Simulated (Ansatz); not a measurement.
**Cu under changes of volume**

One of the cells (11.810 Å³/atom); the others are scaled copies at fixed shape and fractional positions:

```
CELL_PARAMETERS angstrom
0.00000 1.80750 1.80750
1.80750 0.00000 1.80750
1.80750 1.80750 0.00000
ATOMIC_POSITIONS crystal
Cu 0.00000 0.00000 0.00000
```

- Program: Ansatz 0.2.0
- Functional: revPBE0
- Potentials or basis: Ansatz PAW
- Cutoff: 420 eV (not typed: the program's choice for these potentials)
- k mesh: 7 × 7 × 7
- Occupations: fermi-dirac, width 0.05 eV
- Spin: no spin polarisation

```csv
volume (Å³/atom),energy over the lowest point (meV/atom),pressure (GPa)
11.102,44.21,14.4
11.338,?,?
11.574,12.73,7.2
11.810,4.54,4.1
12.047,0.40,1.5
12.283,0.00,-0.9
12.519,3.04,-3.0
```

Question: What does the run at 11.338 Å³/atom give?

Answer: Energy over the lowest point 25.79 meV/atom; pressure 10.6 GPa.

Worked out: A Birch-Murnaghan fit of order 3 (a polynomial in V^(-2/3)) to the other rows has its minimum at 12.19 Å³/atom with B0 = V·E''(V) = 122 GPa and B' = 5.2. It gives 25.81 meV/atom at 11.338 Å³/atom, against the run's 25.79, and -dE/dV = 10.6 GPa, against 10.6.

Energies are extrapolated to zero smearing.

Caveats: all runs use coarse meshes; the PAW data sets come from PBE, with cores solved anew for the run's functional, which leaves a small shift of forces and pressure; the thresholds are loose for stress.
